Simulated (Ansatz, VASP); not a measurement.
**Two plane-wave programs on Be**

```
Be
1.0
     2.02081    0.00000    0.00000
     0.00000    2.02081    0.00000
     0.00000    0.00000    2.66164
Be
1
Direct
  0.00000 0.00000 0.50000
```

The cell was built by a generator and needn't be a form met in nature.

Alike in both runs: task relaxation of cell and atoms; functional RPBE; dispersion D3(BJ); k mesh 13 × 13 × 10; occupations fermi-dirac, width 0.05 eV; no spin polarisation.

|  | VASP | Ansatz |
| --- | --- | --- |
| version | VASP 6.6.1 | Ansatz 0.2.0 |
| potentials or method | VASP PAW PBE potentials, release 64 (Be) | Ansatz PAW |
| plane-wave cutoff (eV) | 600 | 420 |
| valence electrons in the cell | 2 | 2 |

Ansatz gave:

```
gap on the k mesh at the Fermi level, each at its own relaxed structure (eV) : none
relaxed volume (Å³/atom)                                                     : 8.31
relaxed cell length with the largest relative difference (Å)                 : 2.257
energy change over the relaxation (meV/atom)                                 : -146
```

Q: Estimate VASP's values.

A: gap on the k mesh at the Fermi level, each at its own relaxed structure (eV): none; relaxed volume (Å³/atom): 8.30; relaxed cell length with the largest relative difference (Å): 2.255; energy change over the relaxation (meV/atom): -147.

A gap of «none» marks a metal or a gap that the smearing closes.

Caveats: the volume moved by over 15 % at a fixed basis, so the end points are rough; pairwise dispersion overbinds metals, which lowers pressure and volume; the PAW data sets were made with another functional, which shifts forces and pressure a little (VASP); the plane-wave basis is chosen anew once the cell has moved, so the energies of steps on either side of that aren't comparable (Ansatz); the PAW data sets come from PBE, with cores solved anew for the run's functional, which leaves a small shift of forces and pressure (Ansatz).
